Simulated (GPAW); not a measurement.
Wanted: an ASE script for a GPAW 26.7.0 run.

```yaml
Task: optical spectrum
Functional: PBEsol
Potentials_or_basis: PAW data sets generated in the run's folder for this functional
Cutoff: 500 eV
Basis: pw
k_mesh: 8 × 8 × 8
Occupations: fermi-dirac, width 0.05 eV
Spin: no spin polarisation
Eta: 0.1 eV
Response_ecut: 50 eV
Scissors: 0 eV
Kernel: RPA
Maxiter: 150
Response_k_mesh: 10 × 10 × 10
Domega0: 0.05 eV
Omega2: 10 eV
Response_bands: 34
Directions: "[\"x\", \"z\"]"
Intraband: yes
```

Sn:

```
Sn
1.0
    -2.94014    2.94014    1.59930
     2.94014   -2.94014    1.59930
     2.94014    2.94014   -1.59930
Sn
2
Direct
  0.00000 0.00000 0.00000
  0.75000 0.25000 0.50000
```

These files were run (other wordings do the same):

run.py

```python
from ase import Atoms
from ase.dft.bandgap import bandgap
from ase.io import write
from gpaw import GPAW, PW, setup_paths
from gpaw.response.df import DielectricFunction

setup_paths.insert(0, '.')

atoms = Atoms(['Sn', 'Sn'],
              cell=[[-2.9401404553, 2.9401404553, 1.5993019889],
                    [2.9401404553, -2.9401404553, 1.5993019889],
                    [2.9401404553, 2.9401404553, -1.5993019889]],
              scaled_positions=[[0.0, 0.0, 0.0],
                                [0.75, 0.25, 0.5]],
              pbc=True)

calc = GPAW(mode=PW(500),
            xc='PBEsol',
            kpts={'size': (8, 8, 8), 'gamma': True},
            occupations={'name': 'fermi-dirac', 'width': 0.05},
            nbands=24,
            convergence={'density': 1e-06},
            maxiter=150,
            txt='gpaw.txt')
atoms.calc = calc
energy = atoms.get_potential_energy()
calc.write('gs.gpw')
write('result.traj', atoms)
print(f'Energy: {energy:.6f} eV')
print('Fermi level:', round(calc.get_fermi_level(), 4), 'eV')
print(f'Gap: {bandgap(calc)[0]:.4f} eV, direct: {bandgap(calc, direct=True)[0]:.4f} eV')

dense = calc.fixed_density(kpts={'size': (10, 10, 10), 'gamma': True},
                           nbands=40, convergence={'bands': 34, 'eigenstates': 1e-7},
                           update_fermi_level=True, txt='dense.txt')
dense.write('dense.gpw', mode='all')

df = DielectricFunction('dense.gpw', frequencies={'type': 'nonlinear', 'domega0': 0.05, 'omega2': 10},
                        eta=0.1, ecut=50, nbands=34, rate='eta', txt='df.txt')
for direction in ['x', 'z']:
    df.get_dielectric_function(xc='RPA', direction=direction, filename=f'df_{direction}.csv')
```

Potentials or basis: PAW data sets generated in the run's folder for this functional, pw.

The run is started by

```console
$ gpaw-setup -f PBEsol Sn
$ OMP_NUM_THREADS=1 python run.py
```

Results of the run:

| Property | Result |
| --- | --- |
| Band gap on the k mesh | none (metal or under the smearing width) |

Caveat: the intraband term hangs on this k mesh; the long-wavelength limit can be off by a per cent or two; spectra need much finer meshes, so this one isn't converged; independent-particle spectra lack excitons.

Wall time 3.9 min on 1 thread of Arm Neoverse V2 (shared host), peak memory 0.42 GiB.
